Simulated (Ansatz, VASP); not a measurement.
TiC in VASP and in Ansatz

```
Ti C
1.0
     3.06279    0.00000    0.00000
     1.53139    2.65245    0.00000
     1.53139    0.88415    2.50076
Ti C
1 1
Cartesian
  0.0000 0.0000 0.0000
  3.0628 1.7683 1.2504
```

Alike in both runs: task single point; functional LDA; k mesh 11 × 11 × 11; occupations fermi-dirac, width 0.05 eV; no spin polarisation.

|  | VASP | Ansatz |
| --- | --- | --- |
| version | VASP 6.6.1 | Ansatz 0.2.0 |
| potentials or method | VASP PAW LDA potentials, release 64 (Ti_sv, C), cutoff 520 eV | all-electron LAPW, scalar-relativistic |

```csv
,VASP,Ansatz,Ansatz less VASP
gap on the k mesh at the Fermi level (eV),none,none,-
pressure (GPa),-12.0,-12.5,-0.52
```

A gap of «none» marks a metal or a gap that the smearing closes. Ansatz ran all-electron here, so the differences hold the error of VASP's frozen core and of both bases.
